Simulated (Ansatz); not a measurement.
## NbC

```yaml
crystal:
  lattice:
    - [0.00000, 2.20000, 2.20000]
    - [2.20000, 0.00000, 2.20000]
    - [2.20000, 2.20000, 0.00000]
  atoms:
    - { symbol: Nb, position: [0.00000, 0.00000, 0.00000] }
    - { symbol: C, position: [0.50000, 0.50000, 0.50000] }
```

Atom numbers follow the list: Nb1, C2.

The cell comes from COD entry 1011323, which wasn't checked; take it as a given geometry. It is an old determination, and later ones may differ.

Spin polarisation is left out, and whether a magnetic state lies lower isn't shown here.

Methods: DFT, PBEsol, all-electron LAPW, scalar-relativistic (Ansatz 0.2.0); DFT, PBEsol, PAW with Ansatz's default frozen-core files, scalar-relativistic (Ansatz 0.2.0).

For LAPW: a Γ-centred 14×14×14 k mesh, Fermi–Dirac smearing of 0.05 eV, basis error target 1 meV/atom, no spin polarisation. PAW takes a cutoff of 420 eV at this cell (files made with PBE, cores remade for this functional). The Ansatz runs share mesh, smearing and spin set-up. Values come from LAPW unless marked.

```json
{"Density of states at the Fermi level (0.2 eV bin)": "0.71 states/eV per cell", "Bader charges (from the PAW run)": "Nb1 +1.71, C2 -1.71 e", "Löwdin charges (with 0.04 e of the cell spilling out of the atomic basis, so their sizes and signs hang on that basis)": "Nb1 0.66, C2 -0.62 e", "Volume per atom": "71.9 bohr³"}
```

(1) Give the computed value. Band gap.

(2) Predict this quantity. Pressure at this cell.

## Answers

(1) none: with an odd electron count and no spin polarisation the bands can't all be full, a metal in this set-up (spin order or a larger cell could open a gap).

(2) 11.58 GPa.
